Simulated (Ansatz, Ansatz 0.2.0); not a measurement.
# Enthalpy of formation of NaF: r²SCAN, the role of dispersion, and GGAs for comparison

## Reference data

The reference is the standard enthalpy of formation of crystalline NaF, −2.973 eV/atom at 298.15 K, taken from a printed reference work on standard thermochemical properties of inorganic compounds. It is a compiled thermochemical value for formation from the elements. I read the reaction as solid sodium plus half a mole of F₂ gas giving the rocksalt solid, which is the usual standard-state convention. The quantity is therefore a difference between an ionic crystal, a simple metal and a molecule, and a calculation has to describe all three equally well. The starting structure is a diffraction cell of space group Fm-3m with a = 4.634 Å; it serves as the starting point of the relaxation, and the cell volume is not the quantity under test.

| compared with | measured | source's wording or label | T (K) | method |
| --- | --- | --- | --- | --- |
| ΔH per atom (eV/atom) | −2.973 | -137.105 kcal/mol | 298.15 | compiled thermochemistry |

Conditions are those given with the value in the passage it was taken from; "not stated" means there, and the paper may say more elsewhere. The values are a selection: others may have been left out beforehand as unlike or outlying.

## Method

I aim to come within 0.05 eV/atom of the compiled enthalpy. That is tight enough to expose a poor description of the F₂ bond, yet wider than the thermal and zero-point terms missing from a difference of static energies. For NaF I put those at roughly 0.01 eV/atom, in the direction of a less exothermic reaction.

The model is the relaxed two-atom rocksalt cell, relaxed sodium metal and an F₂ molecule in a box, all without spin polarisation, which suits these closed-shell or simple-metal states. I start with r²SCAN. A GGA would be cheaper, but GGAs overbind the halogen molecules and so tend to make halides too little exothermic. After that I want a GGA beside it for scale, a look at the role of dispersion, and a test of the numerical settings.

System: NaF; Fm-3m (No. 225), 2 atoms in the primitive cell; the database structure is a diffraction structure: a = 4.634 Å; structure from the Crystallography Open Database.

## 1. Straight to the meta-GGA

r²SCAN usually errs less than the GGAs on the molecule while still describing the ionic solid well. I expect a value within the target, though the sign of the remaining error is hard to foresee, since meta-GGAs do not all miss the halogen bond in the same direction.

**Run 1.** Ansatz 0.2.0: r2SCAN, F2 as a molecule in a box of 10 to 11 A, compound and elements relaxed, PAW set soft_2, cutoff 520 eV, 8x8x8 k mesh, Gaussian smearing 0.02 eV.

Key lines of the input:
```
crystal:
  # lattice and atoms
kpoints:
  mp_grid: { grid: [8, 8, 8] }
hamiltonian:
  xc: r2scan
scf:
  occupations: { method: gaussian, width: 0.02 }
output:
  forces: true
  stress: true
basis:
  ecutwfc: 520.0
relax:
  adjacent_minimum: "off"
  f_tol: 0.005
  max_steps: 60
  cell: { stress_tol: 0.03 }
```

Command:
```
ansatz run input.yaml --threads 4 --pin off --max-ram 8192MiB --backend cpu --events-out ev --progress --plain --runs-dir out
```

Selected lines of the output:
```
[NaF, 2 atoms, space group Fm-3m, 8x8x8 mesh] E sigma→0 (E₀):  -2301.373624 eV
[F, 2 atoms, space group none (molecule), 1x1x1 mesh] E sigma→0 (E₀):  -1613.713653 eV
[Na, 1 atoms, space group Im-3m, 14x14x14 mesh] E sigma→0 (E₀):  -1488.614079 eV
```

Converged; 51 s on 4 cores of Arm Neoverse V1, shared host. Warnings: another step: stress_scf_threshold_loose.

| quantity | run 1 | measured | deviation |
| --- | --- | --- | --- |
| ΔH per atom (eV/atom) | −2.951 | −2.973 | +0.022 (+0.7 %) |
| ΔH per mole of formula units (kJ/mol) | −569.5 |  |  |
| conventional cell volume (Å³) | 96.97 |  |  |

r²SCAN gives −2.951 eV/atom, 0.022 eV/atom less exothermic than the compiled value and inside the target. The thermal and zero-point terms would move the result further from the reference, to a miss of roughly 0.03 eV/atom, which still leaves it within 0.05.

The enthalpy is a small remainder of three large total energies, so an error in any one of them that fails to cancel goes straight into it. The warning stress_scf_threshold_loose came from another step of the calculation, and I read nothing about the energies into its name.

## 2. A GGA for scale, with numerical tests

PBEsol serves two purposes here. It shows what a cheaper functional does to the same reaction, and it lets me raise the cutoff and the k mesh separately with the same potentials. I expect it to come out clearly less exothermic than r²SCAN because of the overbound F₂. The mesh should hardly matter for an insulator like NaF; the cutoff is the greater concern, with fluorine's compact 2p shell. What the tests show will hold strictly for PBEsol and only as an indication for the meta-GGA.

**Run 2.** Ansatz 0.2.0: PBEsol, F2 as a molecule in a box of 10 to 11 A, compound and elements relaxed, PAW set soft_2, cutoff 420 eV, 8x8x8 k mesh, Gaussian smearing 0.02 eV.

Key lines of the input, as changed from run 1:
```diff
  hamiltonian:
-   xc: r2scan
+   xc: pbesol
  basis:
-   ecutwfc: 520.0
+   ecutwfc: 420.0
```

Selected lines of the output:
```
[NaF, 2 atoms, space group Fm-3m, 8x8x8 mesh] E sigma→0 (E₀):  -2278.922407 eV
[F, 2 atoms, space group none (molecule), 1x1x1 mesh] E sigma→0 (E₀):  -1595.286573 eV
```

Converged; 7.2 s on 4 cores of Arm Neoverse V2, shared host. Warnings: another step: stress_scf_threshold_loose.

**Run 3.** Ansatz 0.2.0: PBEsol, F2 as a molecule in a box of 10 to 11 A, compound and elements relaxed, PAW set soft_2, cutoff 570 eV, 8x8x8 k mesh, Gaussian smearing 0.02 eV.

Key lines of the input, as changed from run 2:
```diff
  basis:
-   ecutwfc: 420.0
+   ecutwfc: 570.0
```

Selected lines of the output:
```
[NaF, 2 atoms, space group Fm-3m, 8x8x8 mesh] E sigma→0 (E₀):  -2278.927821 eV
[F, 2 atoms, space group none (molecule), 1x1x1 mesh] E sigma→0 (E₀):  -1595.305773 eV
```

Converged; 13 s on 4 cores of Arm Neoverse V1, shared host. Warnings: another step: stress_scf_threshold_loose.

**Run 4.** Ansatz 0.2.0: PBEsol, F2 as a molecule in a box of 10 to 11 A, compound and elements relaxed, PAW set soft_2, cutoff 420 eV, 10x10x10 k mesh, Gaussian smearing 0.02 eV.

Key lines of the input, as changed from run 2:
```diff
  kpoints:
-   mp_grid: { grid: [8, 8, 8] }
+   mp_grid: { grid: [10, 10, 10] }
```

Selected lines of the output:
```
[NaF, 2 atoms, space group Fm-3m, 10x10x10 mesh] E sigma→0 (E₀):  -2278.922405 eV
[Na, 1 atoms, space group Im-3m, 18x18x18 mesh] E sigma→0 (E₀):  -1475.869577 eV
```

Converged; took 12 s. Warnings: another step: stress_scf_threshold_loose.

| quantity | run 2 | run 3 | run 4 | measured |
| --- | --- | --- | --- | --- |
| ΔH per atom (eV/atom) | −2.705 | −2.703 | −2.705 | −2.973 |
| ΔH per mole of formula units (kJ/mol) | −522.0 | −521.6 | −521.9 |  |
| conventional cell volume (Å³) | 99.23 | 99.18 | 99.23 |  |

PBEsol gives −2.705 eV/atom, 0.268 eV/atom short of the compiled enthalpy and far outside the target. The sign is the one an overbound F₂ would produce. Charged to the molecule alone, however, the miss would be about 1.1 eV per F₂, which seems a lot even for a GGA, so I suspect that the description of the solids contributes too. These runs do not separate the two.

Cutoff and mesh are not to blame. Raising the cutoff from 420 to 570 eV lowers the F₂ energy by 0.019 eV, but part of that cancels against the crystal and the enthalpy moves by only 0.002 eV/atom. The denser mesh changes it by less than 0.001 eV/atom. For PBEsol both effects are tiny beside the miss.

## 3. Dispersion on r²SCAN, and plain PBE

The verdict will rest on r²SCAN, so I add the rVV10 dispersion term to it at the same cutoff and mesh. Dispersion should bind the crystal more than the isolated molecule, but it also acts on sodium metal, so I expect a small net shift, probably towards a more exothermic reaction. Plain PBE goes beside it to show whether the large deficit is peculiar to PBEsol; I expect PBE to miss the target as well.

**Run 5.** Ansatz 0.2.0: r2SCAN+rVV10, F2 as a molecule in a box of 10 to 11 A, compound and elements relaxed, PAW set soft_2, cutoff 520 eV, 8x8x8 k mesh, Gaussian smearing 0.02 eV.

Key lines of the input, as changed from run 1:
```diff
  hamiltonian:
+   dispersion: rvv10
```

Selected lines of the output:
```
[NaF, 2 atoms, space group Fm-3m, 8x8x8 mesh] E sigma→0 (E₀):  -2300.606876 eV
[F, 2 atoms, space group none (molecule), 1x1x1 mesh] E sigma→0 (E₀):  -1612.925478 eV
[Na, 1 atoms, space group Im-3m, 14x14x14 mesh] E sigma→0 (E₀):  -1488.181658 eV
```

Converged; took 2.4 min. Warnings: another step: stress_scf_threshold_loose.

**Run 6.** Ansatz 0.2.0: PBE, F2 as a molecule in a box of 10 to 11 A, compound and elements relaxed, PAW set soft_2, cutoff 420 eV, 8x8x8 k mesh, Gaussian smearing 0.02 eV.

Key lines of the input, as changed from run 2:
```diff
  hamiltonian:
-   xc: pbesol
+   xc: pbe
```

Converged; took 8.9 s. Warnings: another step: stress_scf_threshold_loose.

| quantity | run 5 | run 6 | measured |
| --- | --- | --- | --- |
| ΔH per atom (eV/atom) | −2.981 | −2.711 | −2.973 |
| ΔH per mole of formula units (kJ/mol) | −575.3 | −523.1 |  |
| conventional cell volume (Å³) | 95.51 | 103.87 |  |

With rVV10 the enthalpy becomes −2.981 eV/atom, 0.030 eV/atom more exothermic than plain r²SCAN and 0.008 eV/atom beyond the compiled value. The shift has the sign I expected and is smaller than the target, so the r²SCAN result does not hinge on whether dispersion is included. The total energies of crystal, molecule and metal all rise when the term is added, which does not mean weaker binding: rVV10 contains a constant contribution per electron that cancels in the balanced reaction.

PBE gives −2.711 eV/atom, a miss of 0.262 eV/atom and only 0.006 eV/atom away from PBEsol, although its cell is 4.64 Å³ larger. The large deficit is thus common to both GGAs and not a peculiarity of PBEsol.

## Comparison with experiment

| run | settings | ΔH per atom (eV/atom) | deviation | cost |
| --- | --- | --- | --- | --- |
| 1 | r2SCAN, cutoff 520 eV, 8x8x8 k mesh | −2.951 | +0.022 (+0.7 %) | 3.4 core-min |
| 2 | PBEsol, cutoff 420 eV, 8x8x8 k mesh | −2.705 | +0.268 (+9.0 %) | under 1 core-min |
| 3 | PBEsol, cutoff 570 eV, 8x8x8 k mesh | −2.703 | +0.270 (+9.1 %) | under 1 core-min |
| 4 | PBEsol, cutoff 420 eV, 10x10x10 k mesh | −2.705 | +0.268 (+9.0 %) | under 1 core-min |
| 5 | r2SCAN+rVV10, cutoff 520 eV, 8x8x8 k mesh | −2.981 | −0.008 (−0.3 %) | 9.6 core-min |
| 6 | PBE, cutoff 420 eV, 8x8x8 k mesh | −2.711 | +0.262 (+8.8 %) | under 1 core-min |
|  | measured | −2.973 |  |  |

Further runs on the same system, made beside this series (convergence steps with loose settings among them):

| further | settings | ΔH per atom (eV/atom) | deviation | cost | status |
| --- | --- | --- | --- | --- | --- |
| F1 | PBEsol+D3(BJ), compound and elements relaxed, cutoff 420 eV, 8x8x8 k mesh | −2.788 | +0.185 (+6.2 %) | under 1 core-min | warnings: another step: stress_scf_threshold_loose |
| F2 | BLYP, compound and elements relaxed, cutoff 420 eV, 8x8x8 k mesh | −2.854 | +0.119 (+4.0 %) | under 1 core-min | warnings: another step: stress_scf_threshold_loose |
| F3 | LDA, compound and elements relaxed, cutoff 420 eV, 8x8x8 k mesh | −2.895 | +0.078 (+2.6 %) | under 1 core-min | warnings: another step: stress_scf_threshold_loose |
| F4 | PBEsol, compound and elements relaxed, cutoff 420 eV, 4x4x4 k mesh | −2.710 | +0.263 (+8.9 %) | under 1 core-min | warnings: another step: stress_scf_threshold_loose |
| F5 | PBEsol, compound and elements in their database cells, cutoff 420 eV, 8x8x8 k mesh | −2.711 | +0.262 (+8.8 %) | under 1 core-min |  |
|  | measured | −2.973 |  |  |  |

## Discussion

r²SCAN meets the target of 0.05 eV/atom: it gives −2.951 eV/atom against the compiled −2.973, a miss of 0.022, for 3.4 core-minutes. Thermal and zero-point terms, roughly 0.01 eV/atom towards a less exothermic reaction, would widen the miss to about 0.03 and leave the call unchanged.

Adding rVV10 makes the reaction 0.030 eV/atom more exothermic, which also lands within the target. The two versions differ too little for me to prefer one on this single enthalpy. On PBEsol, D3(BJ) shifts the result by 0.083 eV/atom, so the modest effect of dispersion on r²SCAN is no general rule.

Going straight to the meta-GGA was the step that mattered. PBE and PBEsol fall short by 0.26 to 0.27 eV/atom, and BLYP by 0.119. An overbound F₂ would explain the sign; how much the solids add is not shown in this report. LDA comes nearer, at 0.078, but still misses. I put its smaller error down to overbinding of the crystal offsetting part of that of the molecule, not to a better description of either.

For PBEsol, the higher cutoff changes the enthalpy by 0.002 eV/atom and the denser mesh by less than 0.001 eV/atom; the mesh test added little. Both support the r²SCAN number only indirectly, since its own cutoff convergence and its dependence on the potentials are not shown in this report. Nor do the runs separate its errors for crystal, metal and molecule, so some cancellation may lie behind the agreement. An atomisation energy of F₂ at the same level would test the molecular part.

[Logs are printed without paths, hosts, clocks, repeated set-up lines and the standing remarks that a program may print on its own settings, such as how far it seeks lower states.]

[The runs shown are a pick from a larger set of finished runs; failed, doubtful and other runs were left out of it ahead of writing. So were measured values far from every level or from commonly accepted values, and agreement can look better than it is. Lines of input and output are excerpts and may be shortened.]
